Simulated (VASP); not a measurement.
Set up this calculation in VASP 6.6.1, as the native input.

```yaml
Task: band structure
Functional: revPBE
Potentials_or_basis: VASP PAW PBE potentials, release 64 (As, B)
Cutoff: 520 eV
k_mesh: 10 × 10 × 10
Occupations: fermi-dirac, width 0.05 eV
Spin: no spin polarisation
Further_INCAR_settings: ALGO = Fast; EDIFF = 1e-06
```

The structure of BAs lies in POSCAR:

```
BAs
1.0
    0.0000000000      2.3885000000      2.3885000000
    2.3885000000      0.0000000000      2.3885000000
    2.3885000000      2.3885000000      0.0000000000
As B
1 1
Direct
    0.7500000000      0.7500000000      0.7500000000
    0.0000000000      0.0000000000      0.0000000000
```

These files were run (other wordings do the same):

INCAR

```
SYSTEM = BAs
PREC = Accurate
ENCUT = 520
EDIFF = 1E-6
ISMEAR = -1
SIGMA = 0.05
LREAL = .FALSE.
LASPH = .TRUE.
NELM = 80
ALGO = Fast
ISIF = 2
LWAVE = .FALSE.
LCHARG = .FALSE.
GGA = RE
```

KPOINTS

```
regular mesh
0
G
  10 10 10
  0 0 0
```

KPOINTS_OPT

```
path GXWKGLUWLK,UX
10
line-mode
reciprocal
 0.0000000000  0.0000000000  0.0000000000  G
 0.5000000000  0.0000000000  0.5000000000  X

 0.5000000000  0.0000000000  0.5000000000  X
 0.5000000000  0.2500000000  0.7500000000  W

 0.5000000000  0.2500000000  0.7500000000  W
 0.3750000000  0.3750000000  0.7500000000  K

 0.3750000000  0.3750000000  0.7500000000  K
 0.0000000000  0.0000000000  0.0000000000  G

 0.0000000000  0.0000000000  0.0000000000  G
 0.5000000000  0.5000000000  0.5000000000  L

 0.5000000000  0.5000000000  0.5000000000  L
 0.6250000000  0.2500000000  0.6250000000  U

 0.6250000000  0.2500000000  0.6250000000  U
 0.5000000000  0.2500000000  0.7500000000  W

 0.5000000000  0.2500000000  0.7500000000  W
 0.5000000000  0.5000000000  0.5000000000  L

 0.5000000000  0.5000000000  0.5000000000  L
 0.3750000000  0.3750000000  0.7500000000  K

 0.6250000000  0.2500000000  0.6250000000  U
 0.5000000000  0.0000000000  0.5000000000  X
```

Potentials or basis: VASP PAW PBE potentials, release 64 (As, B).

Run with:

```bash
$ cat potpaw_PBE.64/As/POTCAR potpaw_PBE.64/B/POTCAR > POTCAR
$ mpirun -np 1 vasp_std > vasp.out
```

It gave:

| Quantity | Value |
| --- | --- |
| Pressure | 5.4 GPa |
| Band gap on the k mesh | 1.20 eV, indirect (least direct gap 3.27 eV) |
| Band gap along the path | 1.20 eV, indirect (least direct gap 3.27 eV) |

Caveat: the PAW data sets were made with another functional, which shifts forces and pressure a little.

Wall time 37 s on 1 thread of Intel(R) Xeon(R) Platinum 8375C CPU @ 2.90GHz (Ice Lake), on a shared host, peak memory 0.16 GiB.
